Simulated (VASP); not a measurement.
# SnO2 (P4_2/mnm) in VASP: relaxation of cell and atoms with PBE

Aim: the relaxation of cell and atoms of SnO2 with PBE.

All numbers are computed with VASP 6.6.1; they aren't measurements. Logs are shortened: lines on timing, memory, paths and dates and some standing lists are left out, and cuts for length are marked.

**1. The structure**

It takes space group P4_2/mnm (No. 136, tetragonal). Conventional cell: a = 4.738 Å, b = 4.738 Å, c = 3.187 Å, α = 90.00°, β = 90.00°, γ = 90.00°. Sn (site symmetry mmm) is surrounded by 6 O at 2.05 to 2.06 Å. O (site symmetry m2m) has 3 Sn at 2.05 to 2.06 Å as nearest neighbours.

**2. Relaxation of cell and atoms, PBE**

The input, INCAR:

```
SYSTEM = SnO2
  ALGO = Fast
  EDIFF = 1E-7
  EDIFFG = -0.004
  ENCUT = 600
  GGA = PE
  IBRION = 2
  ISIF = 3
  ISMEAR = 0
  LASPH = .True.
  LCHARG = .False.
  LREAL = .False.
  LWAVE = .False.
  NELM = 60
  NSW = 80
  PREC = Accurate
  SIGMA = 0.02
```

The input, KPOINTS:

```
k-points
0
Gamma
  6 6 8
  0 0 0
```

The input, POSCAR:

```
SnO2
1.0
    4.7380000000      0.0000000000      0.0000000000
    0.0000000000      4.7380000000      0.0000000000
    0.0000000000      0.0000000000      3.1865000000
Sn O
2 4
Direct
    0.0000000000      0.0000000000      0.0000000000
    0.5000000000      0.5000000000      0.5000000000
    0.3071000000      0.3071000000      0.0000000000
    0.1929000000      0.8071000000      0.5000000000
    0.6929000000      0.6929000000      0.0000000000
    0.8071000000      0.1929000000      0.5000000000
```

Potentials or basis: VASP PAW PBE potentials, release 64 (Sn_d, O).

On the command line:

```
$ cat potpaw_PBE.64/Sn_d/POTCAR potpaw_PBE.64/O/POTCAR > POTCAR
$ mpirun -np 1 vasp_std > vasp.out
```

OUTCAR:

```text
SYSTEM = SnO2
   EDIFF = 1E-7
   EDIFFG = -0.004
   ENCUT = 600
   GGA = PE
   IBRION = 2
   ISIF = 3
   ISMEAR = 0
   LASPH = .True.
   LREAL = .False.
   NELM = 60
   NSW = 80
   PREC = Accurate

 ion  position               nearest neighbor table
   1  0.000  0.000  0.000-   4 2.05   6 2.05   4 2.05   6 2.05   5 2.06   3 2.06   2 3.71   2 3.71
                             2 3.71   2 3.71   2 3.71   2 3.71   2 3.71   2 3.71
   2  0.500  0.500  0.500-   3 2.05   5 2.05   3 2.05   5 2.05   4 2.06   6 2.06   1 3.71   1 3.71
                             1 3.71   1 3.71   1 3.71   1 3.71   1 3.71   1 3.71
   3  0.307  0.307  0.000-   2 2.05   2 2.05   1 2.06
   4  0.193  0.807  0.500-   1 2.05   1 2.05   2 2.06
   5  0.693  0.693  0.000-   2 2.05   2 2.05   1 2.06
   6  0.807  0.193  0.500-   1 2.05   1 2.05   2 2.06

  LATTYP: Found a simple tetragonal cell.
 ALAT       =     4.7380000000
 C/A-ratio  =     0.6725411566

  Lattice vectors:

 A1 = (   4.7380000000,   0.0000000000,   0.0000000000)
 A2 = (   0.0000000000,   4.7380000000,   0.0000000000)
 A3 = (   0.0000000000,   0.0000000000,   3.1865000000)

Analysis of symmetry for initial positions (statically):
=====================================================================
 Subroutine PRICEL returns:
 Original cell was already a primitive cell.

 Routine SETGRP: Setting up the symmetry group for a
 simple tetragonal supercell.

 Subroutine GETGRP returns: Found 16 space group operations
 (whereof  8 operations were pure point group operations)
 out of a pool of 16 trial point group operations.

The static configuration has the point symmetry D_2h.
 The point group associated with its full space group is D_4h.

Analysis of symmetry for dynamics (positions and initial velocities):
=====================================================================
 Subroutine PRICEL returns:
 Original cell was already a primitive cell.

 Routine SETGRP: Setting up the symmetry group for a
 simple tetragonal supercell.

 Subroutine GETGRP returns: Found 16 space group operations
 (whereof  8 operations were pure point group operations)
 out of a pool of 16 trial point group operations.

The dynamic configuration has the point symmetry D_2h.
 The point group associated with its full space group is D_4h.

 Subroutine INISYM returns: Found 16 space group operations
 (whereof  8 operations are pure point group operations),
 and found     1 'primitive' translations

----------------------------------------------------------------------------------------

                                     Primitive cell

  volume of cell :      71.5326

  direct lattice vectors                    reciprocal lattice vectors
     4.738000000  0.000000000  0.000000000     0.211059519  0.000000000  0.000000000
     0.000000000  4.738000000  0.000000000     0.000000000  0.211059519  0.000000000
     0.000000000  0.000000000  3.186500000     0.000000000  0.000000000  0.313823945

  length of vectors
     4.738000000  4.738000000  3.186500000     0.211059519  0.211059519  0.313823945

  position of ions in fractional coordinates (direct lattice)
     0.000000000  0.000000000  0.000000000
     0.500000000  0.500000000  0.500000000
     0.307100000  0.307100000  0.000000000
     0.192900000  0.807100000  0.500000000
     0.692900000  0.692900000  0.000000000
     0.807100000  0.192900000  0.500000000

  ion indices of the primitive-cell ions
   primitive index   ion index
                 1           1
                 2           2
                 3           3
                 4           4
                 5           5
                 6           6

----------------------------------------------------------------------------------------

 KPOINTS: k-points

Automatic generation of k-mesh.
 Grid dimensions read from file:
 generate k-points for:    6    6    8

 Generating k-lattice:

  Cartesian coordinates                     Fractional coordinates (reciprocal lattice)
     0.035176586  0.000000000  0.000000000     0.166666667  0.000000000  0.000000000
     0.000000000  0.035176586  0.000000000     0.000000000  0.166666667  0.000000000
     0.000000000  0.000000000  0.039227993     0.000000000  0.000000000  0.125000000

  Length of vectors
     0.035176586  0.035176586  0.039227993

  Shift w.r.t. Gamma in fractional coordinates (k-lattice)
     0.000000000  0.000000000  0.000000000

 Subroutine IBZKPT returns following result:
 ===========================================

 Found     50 irreducible k-points:

 Following reciprocal coordinates:
            Coordinates               Weight
  0.000000  0.000000  0.000000      1.000000
  0.166667  0.000000  0.000000      4.000000
  0.333333  0.000000  0.000000      4.000000
  0.500000  0.000000  0.000000      2.000000
  0.166667  0.166667  0.000000      4.000000
  0.333333  0.166667  0.000000      8.000000
[... 16 lines left out ...]
  0.333333  0.000000  0.250000      8.000000
  0.500000  0.000000  0.250000      4.000000
 [... further k-points ...]
   k-points           NKPTS =     50   k-points in BZ     NKDIM =     50   number of bands    NBANDS=     31
   number of dos      NEDOS =    301   number of ions     NIONS =      6
   total plane-waves  NPLWV =  44800
   dimension x,y,z NGX =    40 NGY =   40 NGZ =   28
   dimension x,y,z NGXF=    80 NGYF=   80 NGZF=   56
   ions per type =               2   4
   NGX,Y,Z   is equivalent  to a cutoff of  14.04, 14.04, 14.61 a.u.
   NGXF,Y,Z  is equivalent  to a cutoff of  28.07, 28.07, 29.22 a.u.
 SYSTEM =  SnO2
   PREC   = accura    normal or accurate (medium, high low for compatibility)
   ISTART =      0    job   : 0-new  1-cont  2-samecut
   ICHARG =      2    charge: 1-file 2-atom 10-const
   ISPIN  =      1    spin polarized calculation?
   LNONCOLLINEAR =      F non collinear calculations
   LSORBIT =      F    spin-orbit coupling
   LASPH  =      T    aspherical Exc in radial PAW
   ENCUT  =  600.0 eV  44.10 Ry    6.64 a.u.   9.46  9.46  6.36*2*pi/ulx,y,z
   NELM   =     60;   NELMIN=  2; NELMDL= -5     # of ELM steps
   EDIFF  = 0.1E-06   stopping-criterion for ELM
   LREAL  =      F    real-space projection
   EDIFFG = -.4E-02   stopping-criterion for IOM
   NSW    =     80    number of steps for IOM
   IBRION =      2    ionic relax: 0-MD 1-quasi-New 2-CG
   NFREE  =      1    steps in history (QN), initial steepest desc. (CG)
   ISIF   =      3    stress and relaxation
   ISYM   =      2    0-nonsym 1-usesym 2-fastsym
   POTIM  = 0.5000    time-step for ionic-motion
   TEBEG  =    0.0;   TEEND  =   0.0 temperature during run
   PSTRESS=    0.0 pullay stress
   NELECT =      52.0000    total number of electrons
   NUPDOWN=      -1.0000    fix difference up-down
   EMIN   =  10.00;   EMAX   =-10.00  energy-range for DOS
   EFERMI =   0.00;   METHOD = LEGACY
   ISMEAR =     0;   SIGMA  =   0.02  broadening in eV -4-tet -1-fermi 0-gaus
   EFERMI_NEDOS =   21; number of points for ismear=-14 and -15
   IALGO  =     68    algorithm
   IMIX   =      4    mixing-type and parameters
     AMIX     =   0.40;   BMIX     =  1.00
     AMIX_MAG =   1.60;   BMIX_MAG =  1.00
  volume/ion in A,a.u.               =      11.92        80.45
  Fermi-wavevector in a.u.,A,eV,Ry     =   1.472000  2.781677 29.480903  2.166785
  Thomas-Fermi vector in A             =   2.587068
   LORBIT       =      0    0 simple, 1 ext, 2 COOP (PROOUT), +10 PAW based schemes
   GGA     = PE    functional components
   LHFCALC =     F    Hartree Fock is set to
   AEXX    =    0.0000 exact exchange contribution
   IVDW    =     0    specifies the selected vdW correction
   LEPSILON=     F    determine dielectric tensor
   LRPA    =     F    only Hartree local field effects (RPA)
 conjugate gradient relaxation of ions
 non-spin polarized calculation
 RMM-DIIS sequential band-by-band and
 Gauss-broadening in eV      SIGMA  =   0.02
  energy-cutoff  :      600.00
  volume of cell :       71.53
 maximum number of plane-waves:      2409
 NGX is ok and might be reduce to    40
   NGX = 19   NGY = 19   NGZ = 13

--------------------------------------- Ionic step        1  -------------------------------------------

 number of electron      52.0000000 magnetization

 Free energy of the ion-electron system (eV)
  ---------------------------------------------------
  ext. energy  EPLUGINS =         0.00000000
  ---------------------------------------------------
  free energy    TOTEN  =       -37.16963962 eV

  energy without entropy =      -37.16963962  energy(sigma->0) =      -37.16963962

------------------------ aborting loop because EDIFF is reached ----------------------------------------

  FORCE on cell =-STRESS in cart. coord.  units (eV):
  Direction    XX          YY          ZZ          XY          YZ          ZX
  --------------------------------------------------------------------------------------
  -------------------------------------------------------------------------------------
  Total        4.6942698      4.6942698      6.1567501     -0.0000000      0.0000000      0.0000000
  in kB      105.1416029    105.1416029    137.8980346     -0.0000000      0.0000000      0.0000000
  external PRESSURE =     116.0604134 kB  Pullay stress =       0.0000000 kB
[... 101 lines left out ...]
  FREE ENERGIE OF THE ION-ELECTRON SYSTEM (eV)
  ---------------------------------------------------
  free  energy   TOTEN  =       -37.3099564510 eV

  energy  without entropy=      -37.3099564510  energy(sigma->0) =      -37.30995645

[... ionic steps 4 to 7 ...]

--------------------------------------- Ionic step        8  -------------------------------------------

 number of electron      52.0000001 magnetization

------------------------ aborting loop because EDIFF is reached ----------------------------------------
[... 75 lines left out ...]
--------------------------------------- Ionic step       10  -------------------------------------------

 number of electron      52.0000001 magnetization

 Free energy of the ion-electron system (eV)
  ---------------------------------------------------
  ext. energy  EPLUGINS =         0.00000000
  ---------------------------------------------------
  free energy    TOTEN  =       -37.31181548 eV

  energy without entropy =      -37.31181548  energy(sigma->0) =      -37.31181548

 E-fermi :   5.5992     XC(G=0): -10.9634

 val. band max:        5.5025864859   @ k =   0.0000   0.0000   0.0000
 cond. band min:       6.1415414559   @ k =   0.0000   0.0000   0.0000
 fundamental gap:      0.6389549700
 Fermi energy:         5.5991872067

 k-point     1 :       0.0000    0.0000    0.0000
  band No.  band energies     occupation
      1     -15.5296      2.00000
      2     -14.8694      2.00000
      3     -14.6814      2.00000
      4     -14.6537      2.00000
      5     -14.6537      2.00000
      6     -14.5898      2.00000
[... 805 lines left out ...]
     30      13.8790      0.00000
     31      14.5220      0.00000

 [... further k-points ...]
[... 5 lines left out ...]
  --------------------------------------------------------------------------------------
  -------------------------------------------------------------------------------------
  Total        0.0007147      0.0007147      0.0010773      0.0000000      0.0000000      0.0000000
  in kB        0.0151361      0.0151361      0.0228158      0.0000000      0.0000000      0.0000000
  external PRESSURE =       0.0176960 kB  Pullay stress =       0.0000000 kB
[... 21 lines left out ...]
  FREE ENERGIE OF THE ION-ELECTRON SYSTEM (eV)
  ---------------------------------------------------
  free  energy   TOTEN  =       -37.3118154752 eV

  energy  without entropy=      -37.3118154752  energy(sigma->0) =      -37.31181548

 reached required accuracy - stopping structural energy minimisation
```

It took 12 min on 1 thread of Intel Xeon Platinum 8375C at 2.90GHz (Ice Lake), shared host; peak memory 0.28 GiB.

What came out:

* Free energy: -37.3118 eV
* Relaxed volume: 12.61 Å³/atom
* Relaxed cell: a = 4.830 Å, b = 4.830 Å, c = 3.242 Å, α = 90.00°, β = 90.00°, γ = 90.00°
* Space group after relaxing (to 0.05 Å): P4_2/mnm (No. 136)
* Energy gained by relaxing: 23.7 meV/atom
* Ionic steps: 10
* Pressure after relaxing: 0.0 GPa
* Band gap on the k mesh: 0.64 eV, direct

Step by step:
```tsv
step	energy change (eV)	largest force (eV/Å)	pressure (GPa)	volume (Å³)
1	0.0000	0.2934	11.61	71.53
2	0.0635	0.3605	-10.55	80.85
3	-0.1403	0.0639	0.00	75.51
4	-0.1403	0.0581	0.21	75.43
5	-0.1420	0.0038	0.09	75.57
6	-0.1421	0.0191	0.05	75.63
7	-0.1422	0.0022	-0.06	75.68
8	-0.1422	0.0029	-0.07	75.68
9	-0.1422	0.0025	0.05	75.63
10	-0.1422	0.0004	0.00	75.65
```

Final structure:
```
CELL_PARAMETERS angstrom
4.83043 0.00000 0.00000
0.00000 4.83043 0.00000
0.00000 0.00000 3.24217
ATOMIC_POSITIONS crystal
Sn 0.00000 0.00000 0.00000
Sn 0.50000 0.50000 0.50000
O 0.30653 0.30653 0.00000
O 0.19347 0.80653 0.50000
O 0.69347 0.69347 0.00000
O 0.80653 0.19347 0.50000
```

Caveat: spin-orbit coupling is left out, which moves the levels of the heavy elements. PBE usually gives volumes a little too large and moduli too small.
